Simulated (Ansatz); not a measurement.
TiC:

```xyz
2
Lattice="0.0000 2.1657 2.1657 2.1657 0.0000 2.1657 2.1657 2.1657 0.0000" Properties=species:S:1:pos:R:3 pbc="T T T"
Ti    0.0000    0.0000    0.0000
C     2.1657    2.1657    2.1657
```

The cell is a database's computed one.

Base run:

* Program: Ansatz 0.2.0
* Functional: LDA
* Potentials or basis: Ansatz PAW
* Cutoff: 420 eV (not typed: the program's choice for these potentials)
* k mesh: 11 × 11 × 11
* Occupations: fermi-dirac, width 0.05 eV
* Spin: no spin polarisation

Its results: band gap on the k mesh none (metal or under the smearing width); pressure -12.6 GPa.

Question: The run is repeated on the same cell with these changes: functional from LDA to PBE; cutoff from 420 eV (not typed: the program's choice for these potentials) to 800 eV. What comes out?

Answer: Band gap on the k mesh none (metal or under the smearing width); pressure 0.2 GPa.

PBE binds less tightly than LDA, so the same cell stands under more pressure.

Caveats: the PAW data sets come from PBE, with cores solved anew for the run's functional, which leaves a small shift of forces and pressure (some runs).
